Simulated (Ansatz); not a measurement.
Input and command of a calculation in Ansatz (plane waves; scalar-relativistic PAW potentials unless the input names others):

```yaml
crystal:
  lattice:
    - [3.1825784872, 0.0, 0.0]
    - [-1.5912892436, 2.7561938194, 0.0]
    - [0.0, 0.0, 5.1854260795]
  atoms:
    - { symbol: Ga, position: [0.3333333333, 0.6666666667, 0.9991941071] }
    - { symbol: Ga, position: [0.6666666667, 0.3333333333, 0.4991941071] }
    - { symbol: "N", position: [0.3333333333, 0.6666666667, 0.3758058929] }
    - { symbol: "N", position: [0.6666666667, 0.3333333333, 0.8758058929] }
basis:
  ecutwfc: 420
kpoints:
  mp_grid: { grid: [12, 12, 6] }
hamiltonian:
  xc: pbesol
scf:
  occupations: { method: fermi_dirac, width: 0.2 }
output:
  forces: true
  eigenvalues: true
  stress: true
```

```bash
ansatz run input.yaml --threads 2 --pin off --max-ram 5120MiB --backend cpu --events-out ev --progress --plain --runs-dir out
```

Abridged log:
```
Basis set: ecut = 420 eV, 893 PW (Γ), exchange–correlation on 48×48×72 points (8 copies of the dense FFT grid, shifted against one another)
Bands: 23, of which v1, the nominal top of the filled ones, is band 18 counted from 1 (17 counted from 0)
Symmetry: 12 space group operations
k-points: 76 of 864 (time reversal used)
SCF iter   1: F=—  HF=-8245.714455 eV  |F-HF|=—  |Δ(HF+E_count)|=         —  Δρ=1.27e-2  dr2=7.12e-2  ethr=1.77e-3  ⟨swp⟩=4.3  Hψ=6772  notcnv=0
SCF iter   2: F=—  HF=-8245.694383 eV  |F-HF|=—  |Δ(HF+E_count)|=   2.01e-2  Δρ=1.83e-3  dr2=1.51e-3  ethr=1.98e-4  ⟨swp⟩=2.0  Hψ=2649  notcnv=0
SCF iter   3: F=—  HF=-8245.694223 eV  |F-HF|=—  |Δ(HF+E_count)|=   1.60e-4  Δρ=8.84e-4  dr2=2.63e-4  ethr=4.19e-6  ⟨swp⟩=2.4  Hψ=2444  notcnv=0
SCF iter   4: F=—  HF=-8245.694246 eV  |F-HF|=—  |Δ(HF+E_count)|=   2.31e-5  Δρ=1.68e-4  dr2=1.37e-5  ethr=7.31e-7  ⟨swp⟩=2.0  Hψ=3116  notcnv=0
SCF iter   5: F=—  HF=-8245.694215 eV  |F-HF|=—  |Δ(HF+E_count)|=   3.08e-5  Δρ=1.05e-4  dr2=3.18e-6  ethr=3.82e-8  ⟨swp⟩=2.0  Hψ=3106  notcnv=0
SCF iter   6: F=—  HF=-8245.694218 eV  |F-HF|=—  |Δ(HF+E_count)|=   2.16e-6  Δρ=1.81e-5  dr2=1.07e-7  ethr=8.84e-9  ⟨swp⟩=2.7  Hψ=3107  notcnv=0
SCF iter   7: F=-8245.694218 eV  HF=-8245.694218 eV  |F-HF|=4.90e-9  |Δ(HF+E_count)|=   5.78e-8  Δρ=3.01e-6  dr2=3.66e-9  ethr=2.78e-10  ⟨swp⟩=4.0  Hψ=5555  notcnv=0
SCF 1 converged in 7 iterations: F = -8245.694218 eV  dr2 = 3.66e-9
SCF converged after 7 iterations
Free energy (F): -8245.694218 eV
Harris-Foulkes:  -8245.694218 eV  (|F-HF|=4.90e-9)
Internal energy: -8245.693710 eV  (E = F + TS)
E sigma→0 (E₀):  -8245.693964 eV
Entropy (-TS):   -0.000508 eV (-0.127 meV/atom)
Fermi energy:    10.917627 eV
--- Forces (eV/Å), atoms counted from 1 ---
  atom   1  Ga     0.00000000     0.00000000     0.00006982
  atom   2  Ga     0.00000000     0.00000000     0.00006982
  atom   3  N      0.00000000     0.00000000    -0.00007345
  atom   4  N      0.00000000     0.00000000    -0.00007345
--- Stress (GPa, compression-positive) ---
        0.005105       0.000000       0.000000
        0.000000       0.005105       0.000000
        0.000000       0.000000       0.007062
  P = ⅓ Tr σ = 0.0058 GPa (0.058 kbar)
```

Apart from outputs and empty bands, the input differs from a reference run on usual settings in scf.occupations.method: "gaussian" → "fermi_dirac"; scf.occupations.width: 0.05 → 0.2. The reference, at the same geometry, gave pressure 0.00 GPa, largest force 0.000 eV/Å, gap on the mesh 1.88 eV. This run converged in 7 SCF iterations (reference: 7) with an energy at zero smearing 0.05 meV/atom above the reference's, pressure 0.01 GPa, largest force 0.000 eV/Å, gap on the mesh 1.88 eV. Its smearing width is looser than usual, yet energy, pressure and forces hardly moved.

The run took 6 s on 2 threads of Intel(R) Xeon(R) Processor @ 2.70GHz, on a shared host, peak memory 0.4 GiB.